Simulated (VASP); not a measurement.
Input for VASP

POSCAR:
```
CoSb3
1
   -4.5265950000     4.5265950000     4.5265950000
    4.5265950000    -4.5265950000     4.5265950000
    4.5265950000     4.5265950000    -4.5265950000
Co Sb
4 12
Direct
  0.0000000000   0.0000000000   0.5000000000
  0.5000000000   0.5000000000   0.5000000000
  0.0000000000   0.5000000000   0.0000000000
  0.5000000000   0.0000000000   0.0000000000
  0.8412600000   0.1751100000   0.3338500000
  0.1587400000   0.8248900000   0.6661500000
  0.8412600000   0.5074100000   0.6661500000
  0.1587400000   0.4925900000   0.3338500000
  0.3338500000   0.8412600000   0.1751100000
  0.6661500000   0.1587400000   0.8248900000
  0.6661500000   0.8412600000   0.5074100000
  0.3338500000   0.1587400000   0.4925900000
  0.1751100000   0.3338500000   0.8412600000
  0.8248900000   0.6661500000   0.1587400000
  0.5074100000   0.6661500000   0.8412600000
  0.4925900000   0.3338500000   0.1587400000
```

KPOINTS:
```
Automatic mesh
0
Gamma
4 4 4
0 0 0
```

### INCAR
```
ALGO = Normal
EDIFF = 1E-6
ENCUT = 300
GGA = PE
ISIF = 2
ISMEAR = 0
LASPH = .True.
LCHARG = .False.
LMAXMIX = 4
LREAL = Auto
LWAVE = .False.
NELM = 100
PREC = Accurate
SIGMA = 0.05
SYSTEM = CoSb3
```

POTCAR, in this order: Co Sb (PBE.64 set). Program: vasp_std.

Question: Translate this PBE calculation to Ansatz.

Answer: One equivalent input (not run):
Ansatz 0.2 input:
```yaml
crystal:
  lattice:
    - [-4.5265950, 4.5265950, 4.5265950]
    - [4.5265950, -4.5265950, 4.5265950]
    - [4.5265950, 4.5265950, -4.5265950]
  atoms:
    - { symbol: Co, position: [0.0000000, 0.0000000, 0.5000000] }
    - { symbol: Co, position: [0.5000000, 0.5000000, 0.5000000] }
    - { symbol: Co, position: [0.0000000, 0.5000000, 0.0000000] }
    - { symbol: Co, position: [0.5000000, 0.0000000, 0.0000000] }
    - { symbol: Sb, position: [0.8412600, 0.1751100, 0.3338500] }
    - { symbol: Sb, position: [0.1587400, 0.8248900, 0.6661500] }
    - { symbol: Sb, position: [0.8412600, 0.5074100, 0.6661500] }
    - { symbol: Sb, position: [0.1587400, 0.4925900, 0.3338500] }
    - { symbol: Sb, position: [0.3338500, 0.8412600, 0.1751100] }
    - { symbol: Sb, position: [0.6661500, 0.1587400, 0.8248900] }
    - { symbol: Sb, position: [0.6661500, 0.8412600, 0.5074100] }
    - { symbol: Sb, position: [0.3338500, 0.1587400, 0.4925900] }
    - { symbol: Sb, position: [0.1751100, 0.3338500, 0.8412600] }
    - { symbol: Sb, position: [0.8248900, 0.6661500, 0.1587400] }
    - { symbol: Sb, position: [0.5074100, 0.6661500, 0.8412600] }
    - { symbol: Sb, position: [0.4925900, 0.3338500, 0.1587400] }
kpoints:
  mp_grid: { grid: [4, 4, 4] }
hamiltonian:
  xc: pbe
  pseudopotentials: { kind: paw }
scf:
  occupations: { method: gaussian, width: 0.05 }
  max_iter: 100
output: { forces: true, stress: true, eigenvalues: true }
```
The two are equivalent in intent, not identical: each code has its own PAW files, so the cut-off isn't converted (ENCUT is set for VASP's; basis.ecutwfc is left out, and Ansatz then takes the one that its files recommend); Ansatz stops its SCF on the density residual and VASP on the energy change (EDIFF).

The structure comes from a computed database's CoSb3 entry; how it stands against other phases isn't given here. The cell was not relaxed at this level. The run is one of a series of settings (ISMEAR = 0, SIGMA = 0.05 against the base run), some of them coarse on purpose.
